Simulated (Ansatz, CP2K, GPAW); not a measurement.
# One calculation of Ge, 3 ways

```
Ge
1.0
     3.89984    0.00000    0.00000
    -2.89838    2.60924    0.00000
    -0.50073   -1.30462    3.64088
Ge
2
Direct
  0.50000 0.50000 0.00000
  0.25000 0.75000 0.50000
```

This isn't the form of Ge at room conditions, which is diamond.

Alike in all runs: task band structure; functional LDA; k mesh 11 × 11 × 11; occupations gaussian, width 0.05 eV; no spin polarisation; no spin-orbit coupling. LDA stands for any of its common fits. Pressure is positive in compression and, in plane waves, holds the error of the finite cutoff.

```
                                                    program and potentials  plane-wave cutoff (eV)         notes  pressure (GPa)
            CP2K, GTH_POTENTIALS Ge GTH-PADE-q4; TZVP-MOLOPT-PBE-GTH basis                       -  atomic basis           -2.72
                            Ansatz, all-electron LAPW, scalar-relativistic                       -             -           -2.40
GPAW, the program's PAW data sets (release 1.2.1) made for this functional                     600             -           -2.51
```

The pressure spans -2.72 (CP2K, GTH_POTENTIALS Ge GTH-PADE-q4; TZVP-MOLOPT-PBE-GTH basis) to -2.40 GPa (Ansatz, all-electron LAPW, scalar-relativistic), with all-electron results at -2.40. Rows in atomic bases carry the error of their basis and grid, which can be large.

Differences between rows come from potentials, basis sets and numerical settings, since the functional is the same but for its coding. Runs on potential files found faulty are left out.
